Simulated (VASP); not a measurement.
## InP (zincblende): a PBE single-point calculation in VASP

INCAR

```
EDIFF = 1E-7
LCHARG = .FALSE.
ISMEAR = -1
SIGMA = 0.02
ISIF = 2
NSW = 0
NELM = 120
IBRION = -1
LREAL = .FALSE.
ENCUT = 520
LWAVE = .FALSE.
LASPH = .TRUE.
PREC = Accurate
GGA = PE
NBANDS = 16
```

KPOINTS

```
KPOINTS created by Atomic Simulation Environment
0
Gamma
8 8 8
0 0 0
```

KPOINTS_OPT

```
special points
6
Reciprocal
0.0000000000 0.0000000000 0.0000000000 1
0.5000000000 0.0000000000 0.5000000000 1
0.5000000000 0.2500000000 0.7500000000 1
0.3750000000 0.3750000000 0.7500000000 1
0.5000000000 0.5000000000 0.5000000000 1
0.6250000000 0.2500000000 0.6250000000 1
```

POSCAR

```
In P
 1.0000000000000000
     0.0000000000000000    2.9537876444616966    2.9537876444616966
     2.9537876444616966    0.0000000000000000    2.9537876444616966
     2.9537876444616966    2.9537876444616966    0.0000000000000000
 In  P
   1   1
Cartesian
  0.0000000000000000  0.0000000000000000 -0.0000000000000000
  1.4768938222308481  1.4768938222308481  1.4768938222308481
```

VASP ran with the recommended PBE PAW datasets (18 valence electrons in the cell).

From OUTCAR

```
k-points           NKPTS =     29   k-points in BZ     NKDIM =     29   number of bands    NBANDS=     16

   NELECT =      18.0000    total number of electrons

   dimension x,y,z NGX =    32 NGY =   32 NGZ =   32
   dimension x,y,z NGXF=    64 NGYF=   64 NGZF=   64

  energy-cutoff  :      520.00
  volume of cell :       51.54
      direct lattice vectors                 reciprocal lattice vectors
     0.000000000  2.953787644  2.953787644    -0.169274186  0.169274186  0.169274186
     2.953787644  0.000000000  2.953787644     0.169274186 -0.169274186  0.169274186
     2.953787644  2.953787644  0.000000000     0.169274186  0.169274186 -0.169274186

 k-points in reciprocal lattice and weights: KPOINTS created by Atomic Simulation Env
   0.00000000  0.00000000  0.00000000       0.002
   0.12500000  0.00000000  0.00000000       0.016
   0.25000000  0.00000000  0.00000000       0.016
   0.37500000  0.00000000  0.00000000       0.016
   0.50000000  0.00000000  0.00000000       0.008
   0.12500000  0.12500000  0.00000000       0.012
   0.25000000  0.12500000  0.00000000       0.047
   0.37500000  0.12500000  0.00000000       0.047
   ...

 E-fermi :   5.2351

 k-point     1 :       0.0000    0.0000    0.0000
  band No.  band energies     occupation
      1      -9.2081      2.00000
      2      -9.2081      2.00000
      3      -9.2081      2.00000
      4      -9.0676      2.00000
      5      -9.0676      2.00000
      6      -6.4243      2.00000
      7       4.9330      2.00000
      8       4.9330      2.00000
      9       4.9330      2.00000
     10       5.5153      0.00000
     11       9.0246      0.00000
     12       9.0246      0.00000
     13       9.0246      0.00000
     14      13.4045      0.00000
     15      14.3441      0.00000
     16      14.3441      0.00000

 k-point     2 :       0.1250    0.0000    0.0000
  band No.  band energies     occupation
      1      -9.2252      2.00000
      2      -9.2012      2.00000
      3      -9.2012      2.00000
      4      -9.0675      2.00000
      5      -9.0675      2.00000
      6      -6.2526      2.00000
      7       3.3903      2.00000
      8       4.7545      2.00000
      9       4.7545      2.00000
     10       6.4931      0.00000
     11       9.1576      0.00000
     12       9.2936      0.00000
     13       9.2936      0.00000
     14      13.7209      0.00000
     15      13.7209      0.00000
     16      14.1792      0.00000

 k-point     3 :       0.2500    0.0000    0.0000
  band No.  band energies     occupation
      1      -9.2644      2.00000
      2      -9.1866      2.00000
      3      -9.1866      2.00000
      4      -9.0651      2.00000
      5      -9.0651      2.00000
      6      -5.7735      2.00000
      7       1.5384      2.00000
      8       4.3968      2.00000
      9       4.3968      2.00000
     10       6.6602      0.00000
     11       9.7097      0.00000
     12       9.7097      0.00000
     13      10.1874      0.00000
     14      13.4998      0.00000
     15      13.4998      0.00000
     16      14.0234      0.00000

 k-point     4 :       0.3750    0.0000    0.0000
  band No.  band energies     occupation
      1      -9.3015      2.00000
      2      -9.1755      2.00000
      3      -9.1755      2.00000
      4      -9.0589      2.00000
      5      -9.0589      2.00000
      6      -5.1362      2.00000
      7      -0.0010      2.00000
      8       4.1043      2.00000
      9       4.1043      2.00000
     10       6.4651      0.00000
     11       9.7840      0.00000
     12       9.7840      0.00000
     13      11.5216      0.00000
     14      13.8070      0.00000
     15      14.4073      0.00000
     16      14.4073      0.00000

 k-point     5 :       0.5000    0.0000    0.0000
  band No.  band energies     occupation
      1      -9.3163      2.00000
      2      -9.1722      2.00000
      3      -9.1722      2.00000
      4      -9.0551      2.00000
      5      -9.0551      2.00000
      6      -4.7773      2.00000
      7      -0.6720      2.00000
      8       3.9960      2.00000
      9       3.9960      2.00000
     10       6.3757      0.00000
     11       9.7410      0.00000
     12       9.7410      0.00000
     13      11.9858      0.00000
     14      14.3044      0.00000
     15      15.5187      0.00000
     16      15.5187      0.00000

 k-point     6 :       0.1250    0.1250    0.0000
  band No.  band energies     occupation
      1      -9.2379      2.00000
      2      -9.1945      2.00000
      3      -9.1945      2.00000
      4      -9.0731      2.00000
      5      -9.0629      2.00000
      6      -6.1958      2.00000
      7       3.3701      2.00000
      8       4.4383      2.00000
      9       4.4383      2.00000
     10       7.0137      0.00000
     11       8.3965      0.00000
     12       9.7332      0.00000
     13       9.7332      0.00000
     14      12.7353      0.00000
     15      14.4865      0.00000
     16      14.5787      0.00000

 k-point     7 :       0.2500    0.1250    0.0000
  band No.  band energies     occupation
      1      -9.2699      2.00000
      2      -9.1819      2.00000
      3      -9.1790      2.00000
      4      -9.0769      2.00000
      5      -9.0582      2.00000
      6      -5.8186      2.00000
      7       1.9851      2.00000
      8       4.0330      2.00000
      9       4.0458      2.00000
     10       7.4623      0.00000
     11       8.4940      0.00000
     12      10.2699      0.00000
     13      10.3238      0.00000
     14      12.4514      0.00000
     15      14.3712      0.00000
     16      15.2564      0.00000

 k-point     8 :       0.3750    0.1250    0.0000
  band No.  band energies     occupation
      1      -9.3022      2.00000
      2      -9.1724      2.00000
      3      -9.1664      2.00000
      4      -9.0737      2.00000
      5      -9.0535      2.00000
      6      -5.2196      2.00000
      7       0.4517      2.00000
      8       3.5621      2.00000
      9       3.7723      2.00000
     10       7.3231      0.00000
     11       9.2021      0.00000
     12      10.4611      0.00000
     13      10.7146      0.00000
     14      13.4937      0.00000
     15      14.8820      0.00000
     16      14.9595      0.00000

 k-point     9 :       0.5000    0.1250    0.0000
  band No.  band energies     occupation
      1      -9.3199      2.00000
      2      -9.1685      2.00000
      3      -9.1623      2.00000
      4      -9.0647      2.00000
      5      -9.0534      2.00000
      6      -4.7123      2.00000
      7      -0.5226      2.00000
      8       3.1965      2.00000
      9       3.7507      2.00000
     10       7.2034      0.00000
     11       9.3553      0.00000
     12      10.2595      0.00000
     13      11.8648      0.00000
     14      14.1410      0.00000
     15      15.4725      0.00000
     16      15.5462      0.00000

 k-point    10 :      -0.3750    0.1250    0.0000
  band No.  band energies     occupation
      1      -9.3139      2.00000
      2      -9.1691      2.00000
      3      -9.1659      2.00000
      4      -9.0614      2.00000
      5      -9.0588      2.00000
      6      -4.8382      2.00000
      7      -0.2973      2.00000
      8       3.0785      2.00000
      9       3.9696      2.00000
     10       7.2361      0.00000
     11       9.5297      0.00000
     12      10.0734      0.00000
     13      11.6892      0.00000
     14      14.0655      0.00000
     15      14.5116      0.00000
     16      15.8466      0.00000

 k-point    11 :      -0.2500    0.1250    0.0000
  band No.  band energies     occupation
      1      -9.2867      2.00000
      2      -9.1776      2.00000
      3      -9.1747      2.00000
      4      -9.0700      2.00000
      5      -9.0595      2.00000
      6      -5.4341      2.00000
      7       0.9313      2.00000
      8       3.2788      2.00000
      9       4.3499      2.00000
     10       7.3658      0.00000
     11       9.6898      0.00000
     12       9.8540      0.00000
     13      10.4120      0.00000
     14      12.9167      0.00000
     15      14.5467      0.00000
     16      15.2162      0.00000

 k-point    12 :      -0.1250    0.1250    0.0000
  band No.  band energies     occupation
      1      -9.2509      2.00000
      2      -9.1934      2.00000
      3      -9.1870      2.00000
      4      -9.0714      2.00000
      5      -9.0630      2.00000
      6      -5.9777      2.00000
      7       2.4004      2.00000
      8       3.8983      2.00000
      9       4.7048      2.00000
     10       7.1689      0.00000
     11       9.0757      0.00000
     12       9.4349      0.00000
     13      10.0757      0.00000
     14      12.8892      0.00000
     15      13.8134      0.00000
     16      15.1468      0.00000

 ...

  Total        0.5157336      0.5157336      0.5157336      0.0000000      0.0000000     -0.0000000
  in kB       16.0312800     16.0312800     16.0312800      0.0000000      0.0000000     -0.0000000
  external PRESSURE =      16.0312800 kB  Pullay stress =       0.0000000 kB

 POSITION                                       TOTAL-FORCE (eV/Angst)
 -----------------------------------------------------------------------------------
      0.00000      0.00000      0.00000         0.000000      0.000000      0.000000
      1.47689      1.47689      1.47689        -0.000000     -0.000000     -0.000000
 -----------------------------------------------------------------------------------
    total drift:                               -0.000000     -0.000000     -0.000000

  FREE ENERGIE OF THE ION-ELECTRON SYSTEM (eV)
  ---------------------------------------------------
  free  energy   TOTEN  =        -8.3993927634 eV

  energy  without entropy=       -8.3993927614  energy(sigma->0) =       -8.39939276
```

The gap between bands v and c is 0.58 eV. The least direct gap is 0.58 eV. The pressure is 1.6 GPa.

Band v is the last that the valence electrons fill when counted band by band, and c is the next.
